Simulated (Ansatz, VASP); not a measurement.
Y in VASP and in Ansatz

```xyz
1
Lattice="0.0000 2.4850 2.4850 2.4850 0.0000 2.4850 2.4850 2.4850 0.0000" Properties=species:S:1:pos:R:3 pbc="T T T"
Y     0.0000    0.0000    0.0000
```

This isn't the form of Y at room conditions, which is hcp.

Alike in both runs: task single point; functional PBE; k mesh 13 × 13 × 13; occupations fermi-dirac, width 0.05 eV; no spin polarisation.

|  | VASP | Ansatz |
| --- | --- | --- |
| version | VASP 6.6.1 | Ansatz 0.2.0 |
| potentials or method | VASP PAW PBE potentials, release 64 (Y_sv), cutoff 520 eV | all-electron LAPW, scalar-relativistic |

```tsv
	VASP	Ansatz	Ansatz less VASP
pressure (GPa)	2.3	2.4	+0.14
```

Ansatz ran all-electron here, so the differences hold the error of VASP's frozen core and of both bases.
